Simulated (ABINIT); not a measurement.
# BeTe (F-43m): G0W0 in ABINIT against the wavefunction cutoff in GW

Wanted: the cheapest wavefunction cutoff in GW that holds the gap of BeTe (F-43m).

Method: LDA and many-body steps on it, plane waves, in ABINIT 10.8.3.

The database entry behind the starting cell differs from later determinations by our own check (an axis about 1.5 % short against later determinations), so it need not match the best structure at ambient conditions.

### Step 1. The structure

It takes space group F-43m (No. 216, cubic). The conventional cell has a = 5.540 Å, b = 5.540 Å, c = 5.540 Å, α = 90.00°, β = 90.00°, γ = 90.00°. Nearest to Be lie 4 Te at 2.40 Å. Te has 4 Be at 2.40 Å nearest. Farther neighbours and most contacts between anions are not listed.

The cell and positions come from the Crystallography Open Database and are kept as given unless a step says otherwise. Spin-orbit coupling is left out unless a step names it.

### Step 2. Screening, 4×4×4 mesh, 27 bands, screening to 106.1 eV

This step: ABINIT 10.8.3; RPA screening on LDA, plane waves, norm-conserving pseudopotentials.

The RPA dielectric matrix is built and inverted for each q.

Input file run.abi:

```
acell 3*1.0 Angstrom
rprim 
  0.000000000000 2.770000000000 2.770000000000
  2.770000000000 0.000000000000 2.770000000000
  2.770000000000 2.770000000000 -0.000000000000
ntypat 2
znucl 4 52
natom 2
typat 1 2
xred 
  0.000000000000 0.000000000000 0.000000000000
  0.250000000000 0.250000000000 0.250000000000
pp_dirpath "pseudos"
pseudos "Be.upf, Te.upf"
ecut 38
ngkpt 4 4 4
nshiftk 1
shiftk 0 0 0
kptopt 1
chksymbreak 0
istwfk *1
occopt 1
irdwfk 1
optdriver 3
nband 27
ecuteps 3.9
inclvkb 2
awtr 1
symchi 1
ecutwfn 11.4
indata_prefix "in"
outdata_prefix "out"
tmpdata_prefix "tmp"
```

Command:

```
> OMP_NUM_THREADS=1 mpirun -n 4 abinit run.abi > log
```

The log of the run:

```text
.Version 10.8.3 of ABINIT. v10.8.2 released Aug 2026.

 Symmetries : space group F-4 3 m (#216); Bravais cF (face-center cubic)
[... echo of the input left out ...]
== DATASET  1 ==================================================================
-   mpi_nproc: 4, omp_nthreads: 1 (-1 if OMP is not activated)

--- !DatasetInfo
iteration_state: {dtset: 1, }
dimensions: {natom: 2, nkpt: 8, mband: 27, nsppol: 1, nspinor: 1, nspden: 1, mpw: 544, }
cutoff_energies: {ecut:  11.4, pawecutdg:  -1.0, }
electrons: {nelect:   2.00000000E+01, charge:   0.00000000E+00, occopt:   1.00000000E+00, tsmear:   1.00000000E-02, }

 SCREENING: Calculation of the susceptibility and dielectric matrices

 Based on a program developped by R.W. Godby, V. Olevano, G. Onida, and L. Reining.
 Incorporated in ABINIT by V. Olevano, G.-M. Rignanese, and M. Torrent.
.Using double precision arithmetic ; gwpc =  8

[... cell and pseudopotentials left out ...]
--------------------------------------------------------------------------------

 ==== K-mesh for the wavefunctions ====
 Number of points in the irreducible wedge :     8
[... list of points left out ...]
 Together with 24 symmetry operations and time-reversal symmetry
 yields    64 points in the full Brillouin Zone.

 ==== Q-mesh for the screening function ====
 Number of points in the irreducible wedge :     8
[... list of points left out ...]
 Together with 24 symmetry operations and time-reversal symmetry
 yields    64 points in the full Brillouin Zone.

 setmesh: FFT mesh size selected  =    18x   18x   18
          total number of points  =         5832

 vcoul_init : cutoff-mode = AUXILIARY_FUNCTION
 q-points for optical limit:   1
     1)      0.000010    0.000020    0.000030

- screening: taking advantage of time-reversal symmetry
- Maximum band index for partially occupied states nbvw = 10
- Remaining bands to be divided among processors   nbcw = 17
- Number of bands treated by each node ~4

 Number of electrons calculated from density =   19.1735; Expected =   20.0000
 average of density, n =  0.066840
 r_s =    1.5286
 omega_plasma =   24.9387 [eV]

 calculating chi0 at frequencies [eV] :
  1    0.000000E+00    0.000000E+00
  2    0.000000E+00    2.493868E+01

--------------------------------------------------------------------------------
  q-point number  1        q = ( 0.000000, 0.000000, 0.000000) [r.l.u.]
--------------------------------------------------------------------------------
[... chi0 elements left out ...]
 For q-point:  0.000010 0.000020 0.000030
  dielectric constant =   9.3009
  dielectric constant without local fields =  10.6032

  Average fulfillment of the sum rule on Im[epsilon] for q-point    1 :     28.67  [%]
[... wings left out ...]
  q-point number  2        q = ( 0.250000, 0.000000, 0.000000) [r.l.u.]
--------------------------------------------------------------------------------
[... chi0 elements left out ...]
  Average fulfillment of the sum rule on Im[epsilon] for q-point    2 :     52.14  [%]

 [... 6 further q-points ...]
```

Wall time 2.6 s (4 MPI ranks of Arm Neoverse V2, shared host); peak memory 0.07 GiB.

This step gave:

* ε∞ with local fields, on this mesh, along the program's q direction: 9.301
* the same without local fields: 10.60
* plasma frequency: 24.94 eV
* plane waves in the screening matrix: 113

Local fields lower ε∞ by 12 %. On a Γ-centred mesh this coarse the value itself is usually too large, while a short band sum pulls it down.

### Step 3. 11.4 Ha

This step: G0W0 on LDA, plane waves, norm-conserving pseudopotentials.

run.abi: that of step 2 with these lines changed.

```diff
@@ -23,8 +23,17 @@
 irdwfk 1
-optdriver 3
+optdriver 4
 nband 27
+gwcalctyp 0
+ecutsigx 11.4
+symsigma 1
+nkptgw 2
+kptgw 
+  0.0000000000 0.0000000000 0.0000000000
+  0.5000000000 0.5000000000 0.0000000000
+bdgw 
+  8 13
+  9 12
 ecuteps 3.9
-inclvkb 2
-awtr 1
-symchi 1
+irdscr 1
+ppmodel 1
 ecutwfn 11.4
```

The log of the run:

```text
.Version 10.8.3 of ABINIT. v10.8.2 released Aug 2026.

 Symmetries : space group F-4 3 m (#216); Bravais cF (face-center cubic)
[... echo of the input left out ...]
== DATASET  1 ==================================================================
-   mpi_nproc: 4, omp_nthreads: 1 (-1 if OMP is not activated)

--- !DatasetInfo
iteration_state: {dtset: 1, }
dimensions: {natom: 2, nkpt: 8, mband: 27, nsppol: 1, nspinor: 1, nspden: 1, mpw: 544, }
cutoff_energies: {ecut:  11.4, pawecutdg:  -1.0, }
electrons: {nelect:   2.00000000E+01, charge:   0.00000000E+00, occopt:   1.00000000E+00, tsmear:   1.00000000E-02, }

 SIGMA: Calculation of the GW corrections

 Based on a program developped by R.W. Godby, V. Olevano, G. Onida, and L. Reining.
 Incorporated in ABINIT by V. Olevano, G.-M. Rignanese, and M. Torrent.
.Using double precision arithmetic ; gwpc =  8

[... cell and pseudopotentials left out ...]
--------------------------------------------------------------------------------

 ==== K-mesh for the wavefunctions ====
 Number of points in the irreducible wedge :     8
[... list of points left out ...]
 Together with 24 symmetry operations and time-reversal symmetry
 yields    64 points in the full Brillouin Zone.

 ==== Q-mesh for screening function ====
 Number of points in the irreducible wedge :     8
[... list of points left out ...]
 Together with 24 symmetry operations and time-reversal symmetry
 yields    64 points in the full Brillouin Zone.

 vcoul_init : cutoff-mode = AUXILIARY_FUNCTION
 q-points for optical limit:   1
     1)      0.000010    0.000020    0.000030
 setmesh: FFT mesh size selected  =    24x   24x   24
          total number of points  =        13824

 Number of electrons calculated from density =   19.1735; Expected =   20.0000
 average of density, n =  0.066840
 r_s =    1.5286
 omega_plasma =   24.9387 [eV]

 === KS Band Gaps ===
  >>>> For spin  1
   Minimum direct gap =   3.6005 [eV], located at k-point      :   0.0000  0.0000  0.0000
   Fundamental gap    =   1.7748 [eV], Top of valence bands at :   0.0000  0.0000  0.0000
                                       Bottom of conduction at :   0.5000  0.5000  0.0000
 SIGMA fundamental parameters:
 PLASMON POLE MODEL  1
 number of plane-waves for SigmaX                  531
 number of plane-waves for SigmaC and W            113
 number of plane-waves for wavefunctions           531
 number of bands                                    27
 number of independent spin polarizations            1
 number of spinorial components                      1
 number of k-points in IBZ                           8
 number of q-points in IBZ                           8
 number of symmetry operations                      24
 number of k-points in BZ                           64
 number of q-points in BZ                           64
 number of frequencies for dSigma/dE                 9
 frequency step for dSigma/dE [eV]                0.25
 number of omega for Sigma on real axis              0
 max omega for Sigma on real axis  [eV]           0.00
 zcut for avoiding poles [eV]                     0.10

 EPSILON^-1 parameters (SCR file):
 dimension of the eps^-1 matrix on file            113
 dimension of the eps^-1 matrix used               113
 number of plane-waves for wavefunctions           531
 number of bands                                    27
 number of q-points in IBZ                           8
 number of frequencies                               2
 number of real frequencies                          1
 number of imag frequencies                          1

 matrix elements of self-energy operator (all in [eV])

 Perturbative Calculation

--- !SelfEnergy_ee
iteration_state: {dtset: 1, }
kpoint     : [   0.000,    0.000,    0.000, ]
spin       : 1
KS_gap     :    3.600
QP_gap     :    5.224
Delta_QP_KS:    1.623
data: !SigmaeeData |
     Band     E0 <VxcDFT>   SigX SigC(E0)      Z dSigC/dE  Sig(E)    E-E0       E
        8   4.477 -13.045 -15.518   2.103   0.810  -0.234 -13.345  -0.300   4.177
        9   4.477 -13.045 -15.518   2.103   0.810  -0.234 -13.345  -0.300   4.177
       10   4.477 -13.045 -15.518   2.103   0.810  -0.234 -13.345  -0.300   4.177
       11   8.077 -10.533  -5.550  -3.344   0.808  -0.238  -9.209   1.323   9.401
       12   8.077 -10.533  -5.550  -3.344   0.808  -0.238  -9.209   1.323   9.401
       13   8.077 -10.533  -5.550  -3.344   0.808  -0.238  -9.209   1.323   9.401

--- !SelfEnergy_ee
iteration_state: {dtset: 1, }
kpoint     : [   0.500,    0.500,    0.000, ]
spin       : 1
KS_gap     :    4.592
QP_gap     :    5.971
Delta_QP_KS:    1.380
data: !SigmaeeData |
     Band     E0 <VxcDFT>   SigX SigC(E0)      Z dSigC/dE  Sig(E)    E-E0       E
        9   1.660 -11.801 -14.995   2.664   0.791  -0.264 -12.220  -0.419   1.241
       10   1.660 -11.801 -14.995   2.664   0.791  -0.264 -12.220  -0.419   1.241
       11   6.252  -9.229  -4.854  -3.203   0.820  -0.220  -8.268   0.961   7.212
       12   7.107  -9.508  -4.955  -3.205   0.816  -0.226  -8.408   1.100   8.207

== END DATASET(S) ==============================================================
================================================================================

 -outvars: echo values of variables after computation  --------
           etotal      0.0000000000E+00
            nband          27
             nkpt           8
          spgroup         216
 [... the other variables as echoed above ...]

 Calculation completed.
```

Elapsed: 2 s, on 4 MPI ranks; peak memory 0.08 GiB; 7.6 s of CPU time.

This step gave:

- G0W0 gap on the points computed: 3.035 eV
- starting gap on the mesh: 1.775 eV
- k of the valence top: 0, 0, 0
- k of the conduction bottom: 0.5, 0.5, 0
- Z at the valence top: 0.81
- Z at the conduction bottom: 0.82
- least direct G0W0 gap on the computed points: 5.224 eV

### Step 4. Screening, 4×4×4 mesh, 27 bands, screening to 106.1 eV

This step: RPA screening on LDA, plane waves, norm-conserving pseudopotentials.

run.abi: that of step 3 with these lines changed.

```diff
@@ -23,18 +23,9 @@
 irdwfk 1
-optdriver 4
+optdriver 3
 nband 27
-gwcalctyp 0
-ecutsigx 11.4
-symsigma 1
-nkptgw 2
-kptgw 
-  0.0000000000 0.0000000000 0.0000000000
-  0.5000000000 0.5000000000 0.0000000000
-bdgw 
-  8 13
-  9 12
 ecuteps 3.9
-irdscr 1
-ppmodel 1
-ecutwfn 11.4
+inclvkb 2
+awtr 1
+symchi 1
+ecutwfn 19
 indata_prefix "in"
```

The log of the run:

```text
.Version 10.8.3 of ABINIT. v10.8.2 released Aug 2026.

 Symmetries : space group F-4 3 m (#216); Bravais cF (face-center cubic)
[... echo of the input left out ...]
== DATASET  1 ==================================================================
-   mpi_nproc: 4, omp_nthreads: 1 (-1 if OMP is not activated)

--- !DatasetInfo
iteration_state: {dtset: 1, }
dimensions: {natom: 2, nkpt: 8, mband: 27, nsppol: 1, nspinor: 1, nspden: 1, mpw: 1158, }
cutoff_energies: {ecut:  19.0, pawecutdg:  -1.0, }
electrons: {nelect:   2.00000000E+01, charge:   0.00000000E+00, occopt:   1.00000000E+00, tsmear:   1.00000000E-02, }

 SCREENING: Calculation of the susceptibility and dielectric matrices

 Based on a program developped by R.W. Godby, V. Olevano, G. Onida, and L. Reining.
 Incorporated in ABINIT by V. Olevano, G.-M. Rignanese, and M. Torrent.
.Using double precision arithmetic ; gwpc =  8

[... cell and pseudopotentials left out ...]
--------------------------------------------------------------------------------

 ==== K-mesh for the wavefunctions ====
 Number of points in the irreducible wedge :     8
[... list of points left out ...]
 Together with 24 symmetry operations and time-reversal symmetry
 yields    64 points in the full Brillouin Zone.

 ==== Q-mesh for the screening function ====
 Number of points in the irreducible wedge :     8
[... list of points left out ...]
 Together with 24 symmetry operations and time-reversal symmetry
 yields    64 points in the full Brillouin Zone.

 setmesh: FFT mesh size selected  =    24x   24x   24
          total number of points  =        13824

 vcoul_init : cutoff-mode = AUXILIARY_FUNCTION
 q-points for optical limit:   1
     1)      0.000010    0.000020    0.000030

- screening: taking advantage of time-reversal symmetry
- Maximum band index for partially occupied states nbvw = 10
- Remaining bands to be divided among processors   nbcw = 17
- Number of bands treated by each node ~4

 Number of electrons calculated from density =   19.9389; Expected =   20.0000
 average of density, n =  0.069508
 r_s =    1.5088
 omega_plasma =   25.4316 [eV]

 calculating chi0 at frequencies [eV] :
  1    0.000000E+00    0.000000E+00
  2    0.000000E+00    2.543160E+01

--------------------------------------------------------------------------------
  q-point number  1        q = ( 0.000000, 0.000000, 0.000000) [r.l.u.]
--------------------------------------------------------------------------------
[... chi0 elements left out ...]
 For q-point:  0.000010 0.000020 0.000030
  dielectric constant =   9.2997
  dielectric constant without local fields =  10.6002

  Average fulfillment of the sum rule on Im[epsilon] for q-point    1 :     28.46  [%]
[... wings left out ...]
  q-point number  2        q = ( 0.250000, 0.000000, 0.000000) [r.l.u.]
--------------------------------------------------------------------------------
[... chi0 elements left out ...]
  Average fulfillment of the sum rule on Im[epsilon] for q-point    2 :     48.45  [%]

 [... 6 further q-points ...]
```

The job ended after 3.4 s (4 MPI ranks; peak memory 0.36 GiB; 13 s of CPU time).

This step gave:

| Item | Value |
| --- | --- |
| ε∞ with local fields, on this mesh, along the program's q direction | 9.300 |
| the same without local fields | 10.60 |
| plasma frequency | 25.43 eV |
| plane waves in the screening matrix | 113 |

### Step 5. 19 Ha

The self-energy is evaluated for the states that the input lists, and the levels follow from it, in one-shot runs by the linearised quasiparticle equation.

This step: G0W0 on LDA, plane waves, norm-conserving pseudopotentials.

run.abi: that of step 4 with these lines changed.

```diff
@@ -23,8 +23,17 @@
 irdwfk 1
-optdriver 3
+optdriver 4
 nband 27
+gwcalctyp 0
+ecutsigx 19
+symsigma 1
+nkptgw 2
+kptgw 
+  0.0000000000 0.0000000000 0.0000000000
+  0.5000000000 0.5000000000 0.0000000000
+bdgw 
+  8 13
+  9 12
 ecuteps 3.9
-inclvkb 2
-awtr 1
-symchi 1
+irdscr 1
+ppmodel 1
 ecutwfn 19
```

The log of the run:

```text
.Version 10.8.3 of ABINIT. v10.8.2 released Aug 2026.

 Symmetries : space group F-4 3 m (#216); Bravais cF (face-center cubic)
[... echo of the input left out ...]
== DATASET  1 ==================================================================
-   mpi_nproc: 4, omp_nthreads: 1 (-1 if OMP is not activated)

--- !DatasetInfo
iteration_state: {dtset: 1, }
dimensions: {natom: 2, nkpt: 8, mband: 27, nsppol: 1, nspinor: 1, nspden: 1, mpw: 1158, }
cutoff_energies: {ecut:  19.0, pawecutdg:  -1.0, }
electrons: {nelect:   2.00000000E+01, charge:   0.00000000E+00, occopt:   1.00000000E+00, tsmear:   1.00000000E-02, }

 SIGMA: Calculation of the GW corrections

 Based on a program developped by R.W. Godby, V. Olevano, G. Onida, and L. Reining.
 Incorporated in ABINIT by V. Olevano, G.-M. Rignanese, and M. Torrent.
.Using double precision arithmetic ; gwpc =  8

[... cell and pseudopotentials left out ...]
--------------------------------------------------------------------------------

 ==== K-mesh for the wavefunctions ====
 Number of points in the irreducible wedge :     8
[... list of points left out ...]
 Together with 24 symmetry operations and time-reversal symmetry
 yields    64 points in the full Brillouin Zone.

 ==== Q-mesh for screening function ====
 Number of points in the irreducible wedge :     8
[... list of points left out ...]
 Together with 24 symmetry operations and time-reversal symmetry
 yields    64 points in the full Brillouin Zone.

 vcoul_init : cutoff-mode = AUXILIARY_FUNCTION
 q-points for optical limit:   1
     1)      0.000010    0.000020    0.000030
 setmesh: FFT mesh size selected  =    30x   30x   30
          total number of points  =        27000

 Number of electrons calculated from density =   19.9389; Expected =   20.0000
[...]
number of omega for Sigma on real axis              0
 max omega for Sigma on real axis  [eV]           0.00
 zcut for avoiding poles [eV]                     0.10

 EPSILON^-1 parameters (SCR file):
 dimension of the eps^-1 matrix on file            113
 dimension of the eps^-1 matrix used               113
 number of plane-waves for wavefunctions          1139
 number of bands                                    27
 number of q-points in IBZ                           8
 number of frequencies                               2
 number of real frequencies                          1
 number of imag frequencies                          1

 matrix elements of self-energy operator (all in [eV])

 Perturbative Calculation

--- !SelfEnergy_ee
iteration_state: {dtset: 1, }
kpoint     : [   0.000,    0.000,    0.000, ]
spin       : 1
KS_gap     :    3.600
QP_gap     :    5.234
Delta_QP_KS:    1.634
data: !SigmaeeData |
     Band     E0 <VxcDFT>   SigX SigC(E0)      Z dSigC/dE  Sig(E)    E-E0       E
        8   4.477 -12.922 -15.482   2.100   0.811  -0.234 -13.295  -0.373   4.104
        9   4.477 -12.922 -15.482   2.100   0.811  -0.234 -13.295  -0.373   4.104
       10   4.477 -12.922 -15.482   2.100   0.811  -0.234 -13.295  -0.373   4.104
[...]
--- !SelfEnergy_ee
iteration_state: {dtset: 1, }
kpoint     : [   0.500,    0.500,    0.000, ]
spin       : 1
KS_gap     :    4.592
QP_gap     :    5.988
Delta_QP_KS:    1.396
data: !SigmaeeData |
     Band     E0 <VxcDFT>   SigX SigC(E0)      Z dSigC/dE  Sig(E)    E-E0       E
[...]
11   6.252  -9.258  -4.949  -3.214   0.820  -0.220  -8.361   0.898   7.150
       12   7.107  -9.874  -5.347  -3.235   0.814  -0.228  -8.822   1.053   8.159

== END DATASET(S) ==============================================================
================================================================================

 -outvars: echo values of variables after computation  --------
           etotal      0.0000000000E+00
            nband          27
             nkpt           8
          spgroup         216
 [... the other variables as echoed above ...]

 Calculation completed.
```

It took 2.1 s on 4 MPI ranks; peak memory 0.1 GiB.

Numbers from this step:

- G0W0 gap on the points computed: 3.046 eV
- starting gap on the mesh: 1.775 eV
- k of the valence top: 0, 0, 0
- k of the conduction bottom: 0.5, 0.5, 0
- Z at the valence top: 0.811
- Z at the conduction bottom: 0.82
- least direct G0W0 gap on the computed points: 5.234 eV

The gap on the mesh goes from 1.77 eV to 3.05 eV, a correction of +1.27 eV.

[end of part 1 of 2]

[Paths, hosts, dates, memory and timing lines, banners, echoed tables and standing remarks are left out of the program output.]

[Logs are printed without paths, hosts, clocks, repeated set-up lines and the standing remarks that a program may print on its own settings, such as how far it seeks lower states.]

[Runs of the session that timed out or met a known fault of the program may be left out.]

[Hosts, paths, dates, database ids (printed as entryN), source tags and the programs' standing remarks are cut or masked in the printed files.]

[G0W0 gaps are taken among the corrected bands and points alone; a level outside them can change the order at an edge.]

[Where Ansatz stands beside ABINIT at settings called matched, ABINIT's density can come from a denser mesh and the files from another edition; pairs whose starting gaps differed by over 0.03 eV were left out, so agreement reads better than it is.]
